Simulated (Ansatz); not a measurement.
## Si, diamond: how the functional moves the structure

All rows: Ansatz, plane waves with scalar-relativistic PAW, 420 eV (500 eV for the SCAN forms), relaxed under each functional, no dispersion correction, no zero-point motion. B₀ comes from uniform scaling at fixed shape; a dash is a value not given.

The measured cell (COD entry 9008565) has a = 5.431 Å, 20.02 Å³/atom.

```csv
functional,V (Å³/atom),cell,B₀ (GPa),magnetic state
PBE,20.47,a = 5.471 Å,89,spin not included
PBEsol,20.07,a = 5.435 Å,94,spin not included
LDA,19.72,a = 5.403 Å,96,spin not included
revPBE,20.74,a = 5.495 Å,86,spin not included
RPBE,20.83,a = 5.503 Å,85,spin not included
BLYP,21.17,a = 5.533 Å,78,spin not included
```

What does r²SCAN give?

V (Å³/atom): 20.18; cell: a = 5.445 Å; B₀ (GPa): 97; magnetic state: spin not included.

Which functional comes closest to the measured volume?

PBEsol, off by 0.2 %. The measured value holds thermal expansion and zero-point motion, which the calculations lack.
